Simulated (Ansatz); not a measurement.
Si2Ni (Fm-3m), one atom moved along a line

Computed with DFT PBE, scalar-relativistic, plane waves, PAW in Ansatz 0.2.0. Settings: plane waves to 420 eV, k-mesh 10×10×10 (Γ-centred), Gaussian smearing 0.15 eV. No spin polarisation. A magnetic state may lie lower. Energies are free energies at this smearing, counted from the undisturbed cell; pressure is positive in compression.

Zero of the scan (relaxed at this level; with this scan's settings it stands at -0.2 GPa):

```
Si Ni
1.0
     5.44683    0.00000    0.00000
     0.00000   -5.44683    0.00000
     0.00000    0.00000   -5.44683
Si Ni
8 4
Direct
  0.25000 0.25000 0.25000
  0.75000 0.75000 0.25000
  0.75000 0.25000 0.75000
  0.25000 0.75000 0.75000
  0.75000 0.75000 0.75000
  0.25000 0.25000 0.75000
  0.25000 0.75000 0.25000
  0.75000 0.25000 0.25000
  0.00000 0.50000 0.50000
  0.50000 0.00000 0.50000
  0.50000 0.50000 0.00000
  0.00000 0.00000 0.00000
```

Atom 1 (Si) is moved by x along the Cartesian unit vector (-0.577, -0.577, -0.577); the cell and all other atoms stay fixed. The cell is metallic on the mesh throughout.

```
  x (Å)  ΔE (meV/cell) force along x on the moved atoms (eV/Å) pressure (GPa)
-0.2000          156.7                                     1.47             0.3
-0.1000           41.8                                     0.81            -0.1
 0.0000            0.0                                     0.00            -0.2
 0.1500          112.6                                    -1.59             0.2
```